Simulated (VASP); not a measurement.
# SiNi2 (P6_3/mmc) in VASP: notebook

The runs below take SiNi2 through relaxation of cell and atoms, with PBE.

All numbers are computed with VASP 6.6.1; they aren't measurements. Logs are shortened: lines on timing, memory, paths and dates and some standing lists are left out, and cuts for length are marked.

## (1) The crystal as given

Symmetry: P6_3/mmc, No. 194, hexagonal system. Conventional cell: a = 3.836 Å, b = 3.836 Å, c = 4.948 Å, α = 90.00°, β = 90.00°, γ = 120.00°. Ni (site symmetry -6m2) has 5 Si at 2.21 to 2.47 Å and 6 Ni at 2.54 Å as nearest neighbours. Ni (site symmetry -3m) is surrounded by 8 Ni at 2.47 to 2.54 Å and 6 Si at 2.54 Å. Si (site symmetry -6m2) is surrounded by 11 Ni at 2.21 to 2.54 Å.

## (2) Relaxation of cell and atoms, PBE, collinear spin, ferromagnetic start

INCAR

```
SYSTEM = SiNi2
PREC = Accurate
ENCUT = 600
EDIFF = 1E-7
ISMEAR = -1
SIGMA = 0.05
LREAL = .False.
LASPH = .True.
NELM = 120
ALGO = Fast
ISIF = 3
LWAVE = .False.
LCHARG = .False.
ISPIN = 2
MAGMOM = 1 1 1 1 0 0
LORBIT = 11
LMAXMIX = 4
GGA = PE
IBRION = 2
NSW = 40
EDIFFG = -0.02
PSTRESS = 0
```

KPOINTS

```
regular mesh
0
Gamma
  6 6 5
  0 0 0
```

POSCAR

```
SiNi2
1.0
    3.8360000000      0.0000000000      0.0000000000
   -1.9180000000      3.3220734489      0.0000000000
    0.0000000000      0.0000000000      4.9480000000
Ni Si
4 2
Direct
    0.6666666667      0.3333333333      0.7500000000
    0.3333333333      0.6666666667      0.2500000000
    0.0000000000      0.0000000000      0.5000000000
    0.0000000000      0.0000000000      0.0000000000
    0.6666666667      0.3333333333      0.2500000000
    0.3333333333      0.6666666667      0.7500000000
```

Potentials or basis: VASP PAW PBE potentials, release 64 (Ni, Si).

Command:

```
$ cat potpaw_PBE.64/Ni/POTCAR potpaw_PBE.64/Si/POTCAR > POTCAR
$ mpirun -np 1 vasp_std > vasp.out
```

OUTCAR:

```text
SYSTEM = SiNi2
   PREC = Accurate
   ENCUT = 600
   EDIFF = 1E-7
   ISMEAR = -1
   LREAL = .False.
   LASPH = .True.
   NELM = 120
   ISIF = 3
   ISPIN = 2
   LORBIT = 11
   GGA = PE
   IBRION = 2
   NSW = 40
   EDIFFG = -0.02
   PSTRESS = 0

 ion  position               nearest neighbor table
   1  0.667  0.333  0.750-   6 2.21   6 2.21   6 2.21   5 2.47   5 2.47   3 2.54   4 2.54   3 2.54
                             4 2.54   3 2.54   4 2.54
   2  0.333  0.667  0.250-   5 2.21   5 2.21   5 2.21   6 2.47   6 2.47   3 2.54   4 2.54   4 2.54
                             3 2.54   4 2.54   3 2.54
   3  0.000  0.000  0.500-   4 2.47   4 2.47   1 2.54   5 2.54   6 2.54   2 2.54   2 2.54   6 2.54
                             1 2.54   5 2.54   1 2.54   5 2.54   2 2.54   6 2.54
   4  0.000  0.000  0.000-   3 2.47   3 2.47   1 2.54   5 2.54   6 2.54   2 2.54   2 2.54   6 2.54
                             1 2.54   5 2.54   1 2.54   5 2.54   2 2.54   6 2.54
   5  0.667  0.333  0.250-   2 2.21   2 2.21   2 2.21   1 2.47   1 2.47   3 2.54   4 2.54   3 2.54
                             4 2.54   3 2.54   4 2.54
   6  0.333  0.667  0.750-   1 2.21   1 2.21   1 2.21   2 2.47   2 2.47   3 2.54   4 2.54   4 2.54
                             3 2.54   4 2.54   3 2.54

  LATTYP: Found a hexagonal cell.
 ALAT       =     3.8360000000
 C/A-ratio  =     1.2898852972

  Lattice vectors:

 A1 = (   3.8360000000,   0.0000000000,   0.0000000000)
 A2 = (  -1.9180000000,   3.3220734489,   0.0000000000)
 A3 = (   0.0000000000,   0.0000000000,   4.9480000000)

Analysis of symmetry for initial positions (statically):
=====================================================================
 Subroutine PRICEL returns:
 Original cell was already a primitive cell.

 Routine SETGRP: Setting up the symmetry group for a
 hexagonal supercell.

 Subroutine GETGRP returns: Found 24 space group operations
 (whereof 12 operations were pure point group operations)
 out of a pool of 24 trial point group operations.

The static configuration has the point symmetry D_3d.
 The point group associated with its full space group is D_6h.

Analysis of symmetry for dynamics (positions and initial velocities):
=====================================================================
 Subroutine PRICEL returns:
 Original cell was already a primitive cell.

 Routine SETGRP: Setting up the symmetry group for a
 hexagonal supercell.

 Subroutine GETGRP returns: Found 24 space group operations
 (whereof 12 operations were pure point group operations)
 out of a pool of 24 trial point group operations.

The dynamic configuration has the point symmetry D_3d.
 The point group associated with its full space group is D_6h.

[... 140 lines left out ...]
  Thomas-Fermi vector in A             =   2.607025
   LORBIT       =     11    0 simple, 1 ext, 2 COOP (PROOUT), +10 PAW based schemes
   GGA     = PE    functional components
   LHFCALC =     F    Hartree Fock is set to
   AEXX    =    0.0000 exact exchange contribution
   IVDW    =     0    specifies the selected vdW correction
   LEPSILON=     F    determine dielectric tensor
   LRPA    =     F    only Hartree local field effects (RPA)
 conjugate gradient relaxation of ions
 spin polarized calculation
 RMM-DIIS sequential band-by-band and
  energy-cutoff  :      600.00
  volume of cell :       63.05
 maximum number of plane-waves:      2132
 NGX is ok and might be reduce to    32
   NGX = 15   NGY = 15   NGZ = 19

--------------------------------------- Ionic step        1  -------------------------------------------

 number of electron      47.9999976 magnetization      -0.0002174

 number of electron      47.9999976 magnetization       0.0000017

 Free energy of the ion-electron system (eV)
  ---------------------------------------------------
  ext. energy  EPLUGINS =         0.00000000
  ---------------------------------------------------
  free energy    TOTEN  =       -35.68962240 eV

  energy without entropy =      -35.66569881  energy(sigma->0) =      -35.67766060

------------------------ aborting loop because EDIFF is reached ----------------------------------------

  FORCE on cell =-STRESS in cart. coord.  units (eV):
  Direction    XX          YY          ZZ          XY          YZ          ZX
  --------------------------------------------------------------------------------------
  -------------------------------------------------------------------------------------
  Total        5.0670654      5.0670654      2.9730862      0.0000000      0.0000000      0.0000000
  in kB      128.7506916    128.7506916     75.5441020      0.0000000      0.0000000      0.0000000
  external PRESSURE =     111.0151618 kB  Pullay stress =       0.0000000 kB
[... 155 lines left out ...]
 number of electron      47.9999984 magnetization       0.0000003

 number of electron      47.9999984 magnetization      -0.0000003

 Free energy of the ion-electron system (eV)
  ---------------------------------------------------
  ext. energy  EPLUGINS =         0.00000000
  ---------------------------------------------------
  free energy    TOTEN  =       -35.79853505 eV

  energy without entropy =      -35.77315128  energy(sigma->0) =      -35.78584317

 E-fermi :  10.9453     XC(G=0): -12.8906

 val. band max:       10.9178715078   @ k =   0.3333   0.1667   0.4000
 cond. band min:      10.9786655121   @ k =   0.1667  -0.0000   0.0000
 fundamental gap:      0.0607940042
 Fermi energy:        10.9452928301

 spin component 1

 k-point     1 :       0.0000    0.0000    0.0000
  band No.  band energies     occupation
      1      -1.5115      1.00000
      2       2.8166      1.00000
      3       4.6207      1.00000
      4       6.0050      1.00000
      5       6.0050      1.00000
      6       7.1240      1.00000
[... 682 lines left out ...]
     29      17.7133      0.00000
     30      17.7141      0.00000
 Fermi energy:        10.9452928301

 spin component 2

 k-point     1 :       0.0000    0.0000    0.0000
  band No.  band energies     occupation
      1      -1.5115      1.00000
      2       2.8166      1.00000
      3       4.6207      1.00000
      4       6.0050      1.00000
      5       6.0050      1.00000
      6       7.1240      1.00000
[... 715 lines left out ...]
  FREE ENERGIE OF THE ION-ELECTRON SYSTEM (eV)
  ---------------------------------------------------
  free  energy   TOTEN  =       -35.7985350545 eV

  energy  without entropy=      -35.7731512831  energy(sigma->0) =      -35.78584317

 reached required accuracy - stopping structural energy minimisation

 total charge

# of ion       s       p       d       tot
------------------------------------------
    1        0.505   0.602   8.506   9.613
    2        0.505   0.602   8.506   9.613
    3        0.424   0.526   8.427   9.377
    4        0.424   0.526   8.427   9.377
    5        0.723   0.866   0.000   1.589
    6        0.723   0.866   0.000   1.589
--------------------------------------------------
tot          3.304   3.989  33.865  41.158

 magnetization (x)

# of ion       s       p       d       tot
------------------------------------------
    1        0.000   0.000   0.000   0.000
    2        0.000   0.000   0.000   0.000
    3       -0.000  -0.000  -0.000  -0.000
    4       -0.000  -0.000  -0.000  -0.000
    5        0.000   0.000   0.000   0.000
    6        0.000   0.000   0.000   0.000
--------------------------------------------------
tot          0.000   0.000  -0.000  -0.000
```

CONTCAR:

```text
SiNi2
   1.00000000000000
     3.9105839117140033    0.0000000000000000    0.0000000000000000
    -1.9552919558570017    3.3866650111569427   -0.0000000000000000
     0.0000000000000000    0.0000000000000000    4.9904960847715660
  Ni              Si
     4     2
Direct
     0.6666666667000030    0.3333333332999970    0.7500000000000000
     0.3333333332999970    0.6666666667000030    0.2500000000000000
     0.0000000000000000    1.0000000000000000    0.5000000000000000
     0.0000000000000000    1.0000000000000000    1.0000000000000000
     0.6666666667000030    0.3333333332999970    0.2500000000000000
     0.3333333332999970    0.6666666667000030    0.7500000000000000

  0.00000000E+00  0.00000000E+00  0.00000000E+00
  0.00000000E+00  0.00000000E+00  0.00000000E+00
  0.00000000E+00  0.00000000E+00  0.00000000E+00
  0.00000000E+00  0.00000000E+00  0.00000000E+00
  0.00000000E+00  0.00000000E+00  0.00000000E+00
  0.00000000E+00  0.00000000E+00  0.00000000E+00
```

Wall time 3.2 min (1 thread of Intel Xeon 6975P-C (Granite Rapids), shared host); peak memory 0.27 GiB.

Results:

| Item | Value |
| --- | --- |
| Free energy | -35.7985 eV |
| Relaxed volume | 11.02 Å³/atom |
| Relaxed cell | a = 3.911 Å, b = 3.911 Å, c = 4.990 Å, α = 90.00°, β = 90.00°, γ = 120.00° |
| Space group after relaxing (to 0.05 Å) | P6_3/mmc (No. 194) |
| Energy gained by relaxing | 18.2 meV/atom |
| Ionic steps | 5 |
| Pressure after relaxing | 0.1 GPa |
| Band gap on the k mesh | none (metal or under the smearing width) |
| Net moment | 0.00 μB per cell |
| Valence electrons inside the program's atomic spheres | Ni 9.61, 9.38; Si 1.59 |

Step by step:
| step | energy change (eV) | largest force (eV/Å) | pressure (GPa) | volume (Å³) |
| --- | --- | --- | --- | --- |
| 1 | 0.0000 | 0.0000 | 11.10 | 63.05 |
| 2 | 0.0198 | 0.0000 | -10.07 | 69.93 |
| 3 | -0.1083 | 0.0000 | -0.19 | 66.21 |
| 4 | -0.1083 | 0.0000 | 0.00 | 66.14 |
| 5 | -0.1089 | 0.0000 | 0.06 | 66.09 |

Final structure:
```yaml
crystal:
  lattice:
    - [3.91058, 0.00000, 0.00000]
    - [-1.95529, 3.38667, 0.00000]
    - [0.00000, 0.00000, 4.99050]
  atoms:
    - { symbol: Ni, position: [0.66667, 0.33333, 0.75000] }
    - { symbol: Ni, position: [0.33333, 0.66667, 0.25000] }
    - { symbol: Ni, position: [0.00000, 0.00000, 0.50000] }
    - { symbol: Ni, position: [0.00000, 0.00000, 0.00000] }
    - { symbol: Si, position: [0.66667, 0.33333, 0.25000] }
    - { symbol: Si, position: [0.33333, 0.66667, 0.75000] }
```

## (3) Relaxation of cell and atoms, PBE, collinear spin, ferromagnetic start, target pressure 2 GPa, at which the enthalpy is minimised

INCAR, as its differences from that of step 2:

```diff
@@ -21,2 +21,2 @@
 EDIFFG = -0.02
-PSTRESS = 0
+PSTRESS = 20
```

KPOINTS is that of step 2.

POSCAR is that of step 2.

Potentials or basis: VASP PAW PBE potentials, release 64 (Ni, Si).

Command:

```
$ cat potpaw_PBE.64/Ni/POTCAR potpaw_PBE.64/Si/POTCAR > POTCAR
$ mpirun -np 1 vasp_std > vasp.out
```

It took 3.3 min on 1 thread of Intel Xeon 6975P-C (Granite Rapids), shared host; peak memory 0.27 GiB.

It converged, with:

| Quantity | Value |
| --- | --- |
| Free energy | -35.7945 eV |
| Relaxed volume | 10.91 Å³/atom |
| Relaxed cell | a = 3.899 Å, b = 3.899 Å, c = 4.971 Å, α = 90.00°, β = 90.00°, γ = 120.00° |
| Space group after relaxing (to 0.05 Å) | P6_3/mmc (No. 194) |
| Energy change on relaxing (the enthalpy is what falls) | -17.5 meV/atom |
| Ionic steps | 5 |
| Pressure after relaxing | 2.1 GPa |
| Band gap on the k mesh | none (metal or under the smearing width) |
| Net moment | 0.00 μB per cell |
| Valence electrons inside the program's atomic spheres | Ni 9.63, 9.40; Si 1.59 |

Stress tensor (GPa, compression positive):
```
2.21 0.00 0.00
0.00 2.21 0.00
0.00 0.00 1.81
```

Step by step:
| step | energy change (eV) | largest force (eV/Å) | pressure (GPa) | volume (Å³) |
| --- | --- | --- | --- | --- |
| 1 | 0.0000 | 0.0000 | 11.10 | 63.05 |
| 2 | -0.0489 | 0.0000 | -7.12 | 68.65 |
| 3 | -0.1054 | 0.0000 | 1.74 | 65.59 |
| 4 | -0.1047 | 0.0000 | 1.92 | 65.54 |
| 5 | -0.1049 | 0.0000 | 2.08 | 65.46 |

Final structure:
```xyz
6
Lattice="3.8994 0.0000 0.0000 -1.9497 3.3770 0.0000 0.0000 0.0000 4.9712" Properties=species:S:1:pos:R:3 pbc="T T T"
Ni    1.9497    1.1257    3.7284
Ni    0.0000    2.2513    1.2428
Ni   -1.9497    3.3770    2.4856
Ni   -1.9497    3.3770    4.9712
Si    1.9497    1.1257    1.2428
Si    0.0000    2.2513    3.7284
```

Levels at points of the mesh, in eV from the Fermi level:
Spin up:
```
           k point  band 20  band 21  band 22  band 23  band 24  band 25  band 26  band 27  band 28  band 29
(0.00, 0.00, 0.00)    -1.20    -0.59    -0.59     0.15     2.69     2.78     2.78     2.84     2.84     3.26
(0.50, 0.00, 0.00)    -1.44    -1.28    -1.16    -0.97    -0.65    -0.53     1.14     1.84     2.98     3.67
```
Spin down:
| k point | band 22 | band 23 | band 24 | band 25 | band 26 | band 27 |
| --- | --- | --- | --- | --- | --- | --- |
| (0.00, 0.00, 0.00) | -0.59 | 0.15 | 2.69 | 2.78 | 2.78 | 2.84 |
| (0.50, 0.00, 0.00) | -1.16 | -0.97 | -0.65 | -0.53 | 1.14 | 1.84 |

Caveat: the cell is relaxed towards a set pressure, so the enthalpy falls and the energy may rise. Zero-point motion and thermal expansion aren't in these numbers.

## (4) Relaxation of cell and atoms, PBE, collinear spin, ferromagnetic start, target pressure 5 GPa, at which the enthalpy is minimised

INCAR, as its differences from that of step 3:

```diff
@@ -21,2 +21,2 @@
 EDIFFG = -0.02
-PSTRESS = 20
+PSTRESS = 50
```

KPOINTS is that of step 3.

POSCAR is that of step 3.

Command:

```
$ cat potpaw_PBE.64/Ni/POTCAR potpaw_PBE.64/Si/POTCAR > POTCAR
$ mpirun -np 1 vasp_std > vasp.out
```

It took 3.6 min on 1 thread of Intel Xeon 6975P-C (Granite Rapids), shared host; peak memory 0.27 GiB.

Results (log left out):

```
Free energy                                            : -35.7767 eV
Relaxed volume                                         : 10.77 Å³/atom
Relaxed cell                                           : a = 3.887 Å, b = 3.887 Å, c = 4.939 Å, α = 90.00°, β = 90.00°, γ = 120.00°
Space group after relaxing (to 0.05 Å)                 : P6_3/mmc (No. 194)
Energy change on relaxing (the enthalpy is what falls) : -14.5 meV/atom
Ionic steps                                            : 6
Pressure after relaxing                                : 4.8 GPa
Band gap on the k mesh                                 : none (metal or under the smearing width)
Net moment                                             : 0.00 μB per cell
Valence electrons inside the program's atomic spheres  : Ni 9.66, 9.42; Si 1.60
```

Step by step:
| step | energy change (eV) | largest force (eV/Å) | pressure (GPa) | volume (Å³) |
| --- | --- | --- | --- | --- |
| 1 | 0.0000 | 0.0000 | 11.10 | 63.05 |
| 2 | -0.1037 | 0.0000 | -2.05 | 66.77 |
| 3 | -0.0886 | 0.0000 | 4.66 | 64.74 |
| 4 | -0.0897 | 0.0000 | 4.47 | 64.77 |
| 5 | -0.0876 | 0.0000 | 4.82 | 64.64 |
| 6 | -0.0871 | 0.0000 | 4.82 | 64.62 |

Final structure:
```
Ni Si
1.0
     3.88662    0.00000    0.00000
    -1.94331    3.36591    0.00000
     0.00000    0.00000    4.93942
Ni Si
4 2
Direct
  0.66667 0.33333 0.75000
  0.33333 0.66667 0.25000
  0.00000 0.00000 0.50000
  0.00000 0.00000 0.00000
  0.66667 0.33333 0.25000
  0.33333 0.66667 0.75000
```

Levels at points of the mesh, in eV from the Fermi level:
Spin up:
```csv
k point,band 20,band 21,band 22,band 23,band 24,band 25,band 26,band 27,band 28,band 29
"(0.00, 0.00, 0.00)",-1.22,-0.60,-0.60,0.16,2.73,2.77,2.77,2.86,2.86,3.29
"(0.50, 0.00, 0.00)",-1.46,-1.30,-1.19,-0.99,-0.66,-0.53,1.19,1.86,3.01,3.73
```
Spin down:
```tsv
k point	band 20	band 21	band 22	band 23	band 24	band 25	band 26	band 27	band 28	band 29
(0.00, 0.00, 0.00)	-1.22	-0.60	-0.60	0.16	2.73	2.77	2.77	2.86	2.86	3.29
(0.50, 0.00, 0.00)	-1.46	-1.30	-1.19	-0.99	-0.66	-0.53	1.19	1.86	3.01	3.73
```

Caveat: the cell is relaxed towards a set pressure, so the enthalpy falls and the energy may rise. Zero-point motion and thermal expansion aren't in these numbers.

## (5) Relaxation of cell and atoms, PBE, collinear spin, ferromagnetic start, target pressure 10 GPa, at which the enthalpy is minimised

INCAR, as its differences from that of step 4:

```diff
@@ -21,2 +21,2 @@
 EDIFFG = -0.02
-PSTRESS = 50
+PSTRESS = 100
```

KPOINTS is that of step 4.

POSCAR is that of step 4.

Command:

```
$ cat potpaw_PBE.64/Ni/POTCAR potpaw_PBE.64/Si/POTCAR > POTCAR
$ mpirun -np 1 vasp_std > vasp.out
```

Run time: 3 min. Hardware: 1 thread of Intel Xeon 6975P-C (Granite Rapids), shared host; peak memory 0.27 GiB.

The run converged. Its results:

| Quantity | Value |
| --- | --- |
| Free energy | -35.7120 eV |
| Relaxed volume | 10.53 Å³/atom |
| Relaxed cell | a = 3.861 Å, b = 3.861 Å, c = 4.895 Å, α = 90.00°, β = 90.00°, γ = 120.00° |
| Space group after relaxing (to 0.05 Å) | P6_3/mmc (No. 194) |
| Energy change on relaxing (the enthalpy is what falls) | -3.7 meV/atom |
| Ionic steps | 5 |
| Pressure after relaxing | 10.0 GPa |
| Band gap on the k mesh | none (metal or under the smearing width) |
| Net moment | 0.00 μB per cell |
| Valence electrons inside the program's atomic spheres | Ni 9.71, 9.47; Si 1.62 |

Step by step:
| step | energy change (eV) | largest force (eV/Å) | pressure (GPa) | volume (Å³) |
| --- | --- | --- | --- | --- |
| 1 | 0.0000 | 0.0000 | 11.10 | 63.05 |
| 2 | -0.0506 | 0.0000 | 8.07 | 63.71 |
| 3 | -0.0419 | 0.0000 | 8.80 | 63.56 |
| 4 | -0.0090 | 0.0000 | 10.76 | 63.01 |
| 5 | -0.0223 | 0.0000 | 10.00 | 63.21 |

Final structure:
```
CELL_PARAMETERS angstrom
3.86145 0.00000 0.00000
-1.93073 3.34412 0.00000
0.00000 0.00000 4.89498
ATOMIC_POSITIONS crystal
Ni 0.66667 0.33333 0.75000
Ni 0.33333 0.66667 0.25000
Ni 0.00000 0.00000 0.50000
Ni 0.00000 0.00000 0.00000
Si 0.66667 0.33333 0.25000
Si 0.33333 0.66667 0.75000
```

Levels at points of the mesh, in eV from the Fermi level:
Spin up:
```csv
k point,band 22,band 23,band 24,band 25,band 26,band 27
"(0.00, 0.00, 0.00)",-0.62,0.18,2.78,2.78,2.81,2.91
"(0.50, 0.00, 0.00)",-1.22,-1.02,-0.68,-0.54,1.27,1.90
```
Spin down:
```
           k point  band 22  band 23  band 24  band 25  band 26  band 27
(0.00, 0.00, 0.00)    -0.62     0.18     2.78     2.78     2.81     2.91
(0.50, 0.00, 0.00)    -1.22    -1.02    -0.68    -0.54     1.27     1.90
```

Caveat: the cell is relaxed towards a set pressure, so the enthalpy falls and the energy may rise.

## (6) The reference run

An earlier run on the cell as given: functional PBE; potentials or basis VASP PAW PBE potentials, release 64 (Ni, Si); cutoff 520 eV; k mesh 8 × 8 × 6; occupations fermi-dirac, width 0.05 eV; collinear spin, ferromagnetic start; starting moments [1.0, 1.0, 1.0, 1.0, 0.0, 0.0] μB.

* Pressure: 11.3 GPa
* Band gap on the k mesh: none (metal or under the smearing width)
* Net moment: 0.00 μB per cell
* Valence electrons inside the program's atomic spheres: Ni 9.73, 9.47; Si 1.62

## (7) Summary

| task | cell | k mesh | cutoff (eV) | target pressure | gap on the mesh (eV) | pressure (GPa) | moment (μB) |
| --- | --- | --- | --- | --- | --- | --- | --- |
| relaxation of cell and atoms | relaxed | 6 × 6 × 5 | 600 | - | none | 0.1 | 0.00 |
| relaxation of cell and atoms | relaxed to 2 GPa | 6 × 6 × 5 | 600 | 2 GPa | none | 2.1 | 0.00 |
| relaxation of cell and atoms | relaxed to 5 GPa | 6 × 6 × 5 | 600 | 5 GPa | none | 4.8 | 0.00 |
| relaxation of cell and atoms | relaxed to 10 GPa | 6 × 6 × 5 | 600 | 10 GPa | none | 10.0 | 0.00 |
| single point | as given | 8 × 8 × 6 | 520 | - | none | 11.3 | 0.00 |

Alike in all rows: level PBE; potentials or basis VASP PAW PBE potentials, release 64 (Ni, Si); spin collinear, ferromagnetic start; smearing fermi-dirac 0.05 eV.

Caveats: the cell is relaxed towards a set pressure, so the enthalpy falls and the energy may rise (some runs).

Total energies depend on the potentials used, so only differences within one code and one set of settings carry meaning.
